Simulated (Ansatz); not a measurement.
BaF₂:
```yaml
crystal:
  lattice:
    - [0.00000, 3.10355, 3.10355]
    - [3.10355, 0.00000, 3.10355]
    - [3.10355, 3.10355, 0.00000]
  atoms:
    - { symbol: Ba, position: [0.00000, 0.00000, 0.00000] }
    - { symbol: F, position: [0.25000, 0.25000, 0.25000] }
    - { symbol: F, position: [0.75000, 0.75000, 0.75000] }
```

Relaxed with HSE06. Special points in fractions of this cell's reciprocal vectors: Γ (0.000, 0.000, 0.000); X (0.500, 0.000, 0.500); U (0.625, 0.250, 0.625); K (0.375, 0.375, 0.750); L (0.500, 0.500, 0.500); W (0.500, 0.250, 0.750).

Q: List the band energies nearest the valence-band maximum at these points for HSE06 (plane waves, PAW; program Ansatz).

A: In eV from the valence-band maximum; about four levels below and three above (degenerate sets whole), none deeper than 8.9 eV; points with the same levels are listed once.

| k | below | above |
|---|---|---|
| Γ | -1.54 -1.54 -1.54 -0.11 -0.11 -0.11 | 8.74 11.36 11.36 |
| X | -0.39 -0.39 -0.31 -0.31 -0.20 | 9.22 11.18 12.92 |
| U | -0.52 -0.33 -0.26 -0.19 | 9.50 11.55 12.09 |
| L | -0.70 -0.37 -0.18 -0.18 | 11.27 11.33 11.33 |
| W | -0.35 -0.35 -0.34 -0.25 | 9.50 11.96 12.07 12.07 |

Space group Fm-3m (fluorite). The HSE06 relaxation kept the symmetry of its start. The hybrid was solved on a coarse mesh, the path and, where they were found, the r²SCAN edge points; its band edges are the extreme levels among these. Scalar-relativistic: spin–orbit coupling is off unless named, which matters more the heavier the elements.

Potentials: the earlier of the program's two PAW sets. The files were generated under PBE; for other functionals the program regenerates the frozen cores, and for LDA and PBEsol the local potential too.
